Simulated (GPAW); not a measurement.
# CdTe (F-43m) in GPAW: a series of runs

The runs below take CdTe through band structure, equation of state, with PBEsol, RPBE, revPBE, BLYP, BLYP+D3(BJ).

Program: GPAW 26.7.0. These are calculated values, not measurements. Logs are shortened: lines on timing, memory, paths and dates and some standing lists are left out, and cuts for length are marked. The log counts tension as positive stress, the text compression.

**Measured values to compare with.**

From a printed reference work, data compilation, for a bulk crystal of CdTe at 0 K: band gap 1.607 eV.

From “Multiscale insight into the Cd1-xZnxTe vibrational-mechanical properties -- High-pressure experiments and ab initio calculations”, 2023, arxiv:2306.14539, for a powder of CdTe: bulk modulus 42 ± 2 GPa.

The results are compared with them further down.

## Step 1: The crystal as given

It takes space group F-43m (No. 216, cubic). The conventional cell has a = 6.410 Å, b = 6.410 Å, c = 6.410 Å, α = 90.00°, β = 90.00°, γ = 90.00°. Te (site symmetry -43m) has 4 Cd at 2.78 Å as nearest neighbours. Cd (site symmetry -43m) is surrounded by 4 Te at 2.78 Å.

## Step 2: Band structure, PBEsol, spin-orbit coupling, no magnetisation

Input file run.py:

```python
import numpy as np
from ase.dft.bandgap import bandgap
from ase.io import read, write
from ase.units import GPa
from gpaw import GPAW, PW, setup_paths
from gpaw.spinorbit import soc_eigenstates

setup_paths.insert(0, '.')

atoms = read('CdTe.xyz')

calc = GPAW(mode=PW(600),
            xc='PBEsol',
            kpts={'size': (5, 5, 5), 'gamma': True},
            occupations={'name': 'fermi-dirac', 'width': 0.05},
            nbands=18,
            convergence={'density': 1e-05, 'energy': 1e-05},
            maxiter=150,
            txt='gpaw.txt')
atoms.calc = calc
energy = atoms.get_potential_energy()
forces = atoms.get_forces()
stress = atoms.get_stress()
calc.write('gs.gpw')
write('result.traj', atoms)
print(f'Energy: {energy:.6f} eV')
print('Forces (eV/A):')
print(forces.round(4))
print('Stress (GPa):', (stress / GPa).round(3))
print('Fermi level:', round(calc.get_fermi_level(), 4), 'eV')
print(f'Gap: {bandgap(calc)[0]:.4f} eV, direct: {bandgap(calc, direct=True)[0]:.4f} eV')

path = atoms.cell.bandpath('GXWKGLUWLK,UX', npoints=60, eps=1e-4)
bs_calc = calc.fixed_density(kpts=path, symmetry='off', nbands=31,
                             convergence={'bands': 'CBM+6.0', 'eigenstates': 1e-6}, txt='bands.txt')
bs = bs_calc.band_structure()
bs.write('bs.json')
print(f'Gap on the path: {bandgap(bs_calc)[0]:.4f} eV')

soc = soc_eigenstates(bs_calc, theta=0, phi=0)
np.savetxt('soc_bands.dat', soc.eigenvalues(), fmt='%.4f')
mesh = soc_eigenstates('gs.gpw', theta=0, phi=0)
np.savetxt('soc_mesh.dat', mesh.eigenvalues(), fmt='%.4f')
print('Fermi level with spin-orbit coupling:', round(mesh.fermi_level, 4), 'eV')
```

Input file CdTe.xyz:

```xyz
2
Lattice="0.0000000000 3.2050000000 3.2050000000 3.2050000000 0.0000000000 3.2050000000 3.2050000000 3.2050000000 0.0000000000" Properties=species:S:1:pos:R:3 pbc="T T T"
Te     4.8075000000      4.8075000000      4.8075000000
Cd     0.0000000000      0.0000000000      0.0000000000
```

Potentials or basis: PAW data sets generated in the run's folder for this functional, pw.

Run with:

```bash
$ gpaw-setup -f PBEsol Cd Te
$ OMP_NUM_THREADS=1 python run.py
```

gpaw.txt:

```text
__  _  _
 | _ |_)|_||  |
 |__||  | ||/\| - 26.7.0

Input parameters:
  mode=PW(ecut=600.0),
  convergence={'density': 1e-05, 'energy': 1e-05},
  kpts=MonkhorstPack(size=(5, 5, 5), gamma=True),
  maxiter=150,
  nbands=18,
  occupations=Occupations(name='fermi-dirac', width=0.05),
  xc=XC(name='PBEsol')

Diagonalizing LCAO Hamiltonian
Converting LCAO to pw mode

                      Te

       Cd

Atoms  # Å, Bohr magnetons
|   | symbol |        x |        y |        z |    initial magnetic moments |
|---|--------|----------|----------|----------|-----------------------------|
| 0 |     Te | 4.807500 | 4.807500 | 4.807500 | ( 0.0000,  0.0000,  0.0000) |
| 1 |     Cd | 0.000000 | 0.000000 | 0.000000 | ( 0.0000,  0.0000,  0.0000) |

Unit cell  # Å
| periodic |        x |        y |        z |  lengths |    angles |
|----------|----------|----------|----------|----------|-----------|
|      yes | 0.000000 | 3.205000 | 3.205000 | 4.532554 | 60.000000 |
|      yes | 3.205000 | 0.000000 | 3.205000 | 4.532554 | 60.000000 |
|      yes | 3.205000 | 3.205000 | 0.000000 | 4.532554 | 60.000000 |

Number of symmetries: 24
Symmetry operations  # r_c * U_cc + t_c -> r_c
|    | kind |            matrix            |
|----|------|------------------------------|
|  0 |  E   |  1, 0, 0,  0, 1, 0,  0, 0, 1 |
|  1 |  σ   |  1, 0, 0,  0, 0, 1,  0, 1, 0 |
|  2 |  σ   |  1, 0,-1,  0, 1,-1,  0, 0,-1 |
|  3 |  C3  |  1, 0,-1,  0, 0,-1,  0, 1,-1 |
|  4 |  C3  |  1,-1, 0,  0,-1, 1,  0,-1, 0 |
|  5 |  σ   |  1,-1, 0,  0,-1, 0,  0,-1, 1 |
|  6 |  σ   |  0, 1, 0,  1, 0, 0,  0, 0, 1 |
|  7 |  C3  |  0, 1, 0,  0, 0, 1,  1, 0, 0 |
|  8 |  C2  |  0, 1,-1,  1, 0,-1,  0, 0,-1 |
|  9 |  S4  |  0, 1,-1,  0, 0,-1,  1, 0,-1 |
| 10 |  C3  |  0, 0, 1,  1, 0, 0,  0, 1, 0 |
| 11 |  σ   |  0, 0, 1,  0, 1, 0,  1, 0, 0 |
| 12 |  S4  |  0, 0,-1,  1, 0,-1,  0, 1,-1 |
| 13 |  C3  |  0, 0,-1,  0, 1,-1,  1, 0,-1 |
| 14 |  S4  |  0,-1, 1,  1,-1, 0,  0,-1, 0 |
| 15 |  C2  |  0,-1, 1,  0,-1, 0,  1,-1, 0 |
| 16 |  C3  |  0,-1, 0,  1,-1, 0,  0,-1, 1 |
| 17 |  S4  |  0,-1, 0,  0,-1, 1,  1,-1, 0 |
| 18 |  S4  | -1, 1, 0, -1, 0, 1, -1, 0, 0 |
| 19 |  C3  | -1, 1, 0, -1, 0, 0, -1, 0, 1 |
| 20 |  C3  | -1, 0, 1, -1, 1, 0, -1, 0, 0 |
| 21 |  S4  | -1, 0, 1, -1, 0, 0, -1, 1, 0 |
| 22 |  σ   | -1, 0, 0, -1, 1, 0, -1, 0, 1 |
| 23 |  C2  | -1, 0, 0, -1, 0, 1, -1, 1, 0 |

BZ-sampling:
  Number of BZ points: 125
  Number of IBZ points: 10

  Monkhorst-Pack size: [5, 5, 5]
  Monkhorst-Pack shift: [0, 0, 0]

K-points  # in reciprocal-cell coordinates
|   |                                coordinates |     weight |
|---|--------------------------------------------|------------|
| 0 | (  0.00000000,   0.00000000,   0.00000000) | 0.00800000 |
| 1 | (  0.20000000,   0.20000000,   0.00000000) | 0.04800000 |
| 2 | (  0.20000000,   0.20000000,   0.20000000) | 0.06400000 |
| 3 | (  0.40000000,   0.20000000,  -0.20000000) | 0.19200000 |
| 4 | (  0.40000000,   0.20000000,   0.20000000) | 0.09600000 |
| 5 | (  0.40000000,   0.40000000,  -0.40000000) | 0.19200000 |
| 6 | (  0.40000000,   0.40000000,  -0.20000000) | 0.09600000 |
| 7 | (  0.40000000,   0.40000000,   0.00000000) | 0.04800000 |
| 8 | (  0.40000000,   0.40000000,   0.20000000) | 0.19200000 |
| 9 | (  0.40000000,   0.40000000,   0.40000000) | 0.06400000 |

Plane wave coefficients: 2201
Cutoff: 600.0 eV

Spin-components: 1 (collinear spins)
Bands:           18
Projectors:      11
Spin-degeneracy: 2
Datatype:        complex128

Parallelization:
  kpt:    1
  domain: 1
  band:   1

Density:
  Valence electrons: 18.0
  Components: 1
  Grid points: [27 27 27]
  Charge: 0.0  # |e|

Potential:
  Grid points: [27 27 27]

species:
  Te:
    name:    Tellurium
    Z:       52.0
    valence: 6
    core:    46
    charge:  0.0  # [|e|]
    compensation charges:
      type: gauss
      rc: 0.36  # [Å]
      lmax: 2
    cutoffs:
      filter: 2.09  # [Å]
      core: 3.17  # [Å]
    projectors
    | kind |    occ | energy [eV] | rcut [Å] |
    |------|--------|-------------|----------|
    |   5s |  2.000 |     -15.132 |    1.180 |
    |   5p |  4.000 |      -5.970 |    1.196 |
    |    s |        |      12.080 |    1.180 |
    |    p |        |      21.241 |    1.196 |
    |    d |        |       0.000 |    1.238 |

    Using partial waves for Te as LCAO basis

  Cd:
    name:    Cadmium
    Z:       48.0
    valence: 12
    core:    36
    charge:  0.0  # [|e|]
    compensation charges:
      type: gauss
      rc: 0.38  # [Å]
      lmax: 2
    cutoffs:
      filter: 2.12  # [Å]
      core: 2.62  # [Å]
    projectors
    | kind |    occ | energy [eV] | rcut [Å] |
    |------|--------|-------------|----------|
    |   5s |  2.000 |      -5.696 |    1.191 |
    |   5p |  0.000 |      -1.145 |    1.228 |
    |   4d | 10.000 |     -11.735 |    1.164 |
    |    s |        |      21.516 |    1.191 |
    |    p |        |      26.066 |    1.228 |
    |    d |        |      15.476 |    1.164 |

    Using partial waves for Cd as LCAO basis

Reference energy: -336814.218928  # eV

eigensolver:
  PPCG
  Converge bands: occupied
  niter=2

density mixing:
  MSR1-Mixer
  Pratt-step length: 0.05
  Maximum mixing coefficient: 0.75
  Old densities: 10
  SVD Regularization: 0.005
  Good broyden scale: 1.0
  Trust region scale: 1.0
  Backstep threshold: 4.0
  History deletion threshold: 6.0
  Fourier metric: weight=20.0, sigma=0.015

occupation numbers:
  Fermi-Dirac:
    width: 0.0500  # eV

poisson solver:
  ecut: 4800.0  # eV

xc functional:
  name: PBEsol with 2 nearest neighbor stencil

convergence criteria:
- Maximum integral of absolute [dens]ity change: 1e-05 electrons / valence electron
- Maximum [total energy] change in last 3 cyles: 1e-05 eV / valence electron
- Maximum integral of absolute [eigenst]ate change: 4e-08 eV^2 / valence electron
maximum number of iterations: 150

SCF iterations
|iter     | |      energy | eigst |  dens |
|---------|-|-------------|-------|-------|
|iter:   1| |   -5.962251 | -0.36 |       |
|iter:   2| |   -5.917654 | -2.38 | -1.27 |
|iter:   3| |   -5.741629 | -1.76 | -1.31 |
|iter:   4| |   -5.738446 | -3.39 | -1.79 |
|iter:   5| |   -5.737683 | -3.83 | -2.25 |
|iter:   6| |   -5.737699 | -5.49 | -3.01 |
|iter:   7| |   -5.737701c| -6.74 | -3.59 |
|iter:   8| |   -5.737701c| -7.87c| -4.45 |
|iter:   9| |   -5.737701c| -8.50c| -5.28c|

Converged in 9 steps
Energy contributions relative to reference atoms: (reference = -336814.218928)

Energy contributions:
  Kinetic:          18.857675
  Coulomb:         -17.113019
  Zero:              0.238754
  External:          0.000000
  Xc:               -7.721104
  Entropy:          -0.000013
  Spinorbit:         0.000000
  ----------------------------
  Free energy:      -5.737708
  Extrapolated:     -5.737701

dipole moment: (-16.571474, -16.571474, -16.571474)  # |e|*Ang

Fermi level: 4.361
Eigenvalues  # (at kpt = [0.000, 0.000, 0.000])
| band index |      eig [eV] | occ [0-2] |
|------------|---------------|-----------|
|          0 |        -7.440 |     2.000 |
|          1 |        -4.386 |     2.000 |
|          2 |        -4.386 |     2.000 |
|          3 |        -4.386 |     2.000 |
|          4 |        -4.095 |     2.000 |
|          5 |        -4.095 |     2.000 |
[... 10 lines left out ...]
|         16 |        13.934 |     0.000 |
|         17 |        13.934 |     0.000 |

Gap: 0.752 eV
Transition (v -> c):
  (s=0, k=0, n=8, [0.00, 0.00, 0.00]) -> (s=0, k=0, n=9, [0.00, 0.00, 0.00])
No difference between direct/indirect transitions

Forces  # eV/Ang
|       x |       y |       z |
|---------|---------|---------|
| 0.00000 | 0.00000 | 0.00000 |  # Te   0
| 0.00000 | 0.00000 | 0.00000 |  # Cd   1

Stress tensor  # eV/Ang^3
|         x |         y |         z |
|-----------|-----------|-----------|
| -0.008305 |  0.000000 |  0.000000 |
|  0.000000 | -0.008305 | -0.000000 |
|  0.000000 | -0.000000 | -0.008305 |

# Writing to gs.gpw (mode='')
```

It took 60 s on 1 thread of Arm Neoverse V1, shared host; peak memory 0.29 GiB.

What came out:

* Free energy: -5.7377 eV
* Pressure: 1.3 GPa
* Band gap on the k mesh: 0.43 eV, direct
* Band gap along the path: 0.43 eV, direct

Levels at the corners of the path, in eV from the valence-band top:
```csv
point,band 14,band 15,band 16,band 17,band 18,band 19,band 20,band 21,band 22,band 23
Γ,-0.96,0.00,0.00,0.00,0.00,0.43,0.43,3.93,3.93,4.32
X,-4.86,-2.53,-2.53,-2.15,-2.15,2.10,2.10,2.28,2.28,8.35
W,-4.59,-3.15,-2.66,-2.63,-2.62,3.74,4.21,4.26,4.34,5.07
K,-4.63,-3.27,-2.95,-1.99,-1.95,2.45,2.48,4.06,4.28,6.94
Γ,-0.96,0.00,0.00,0.00,0.00,0.43,0.43,3.93,3.93,4.32
L,-5.02,-1.46,-1.46,-0.87,-0.87,1.44,1.44,4.72,4.72,4.88
U,-4.63,-3.27,-2.95,-1.99,-1.95,2.45,2.48,4.06,4.28,6.94
W,-4.59,-3.15,-2.66,-2.63,-2.62,3.74,4.21,4.26,4.34,5.07
L,-5.02,-1.46,-1.46,-0.87,-0.87,1.44,1.44,4.72,4.72,4.88
K,-4.63,-3.27,-2.95,-1.99,-1.95,2.45,2.48,4.06,4.28,6.94
U,-4.63,-3.27,-2.95,-1.99,-1.95,2.45,2.48,4.06,4.28,6.94
X,-4.86,-2.53,-2.53,-2.15,-2.15,2.10,2.10,2.28,2.28,8.35
```

Caveat: spin-orbit coupling was added after a scalar SCF, so levels and gaps hold it while energy, forces, pressure and moments don't; this program's spin-orbit splittings come out too wide for heavy elements.

(Continued in part 2 of 3.)
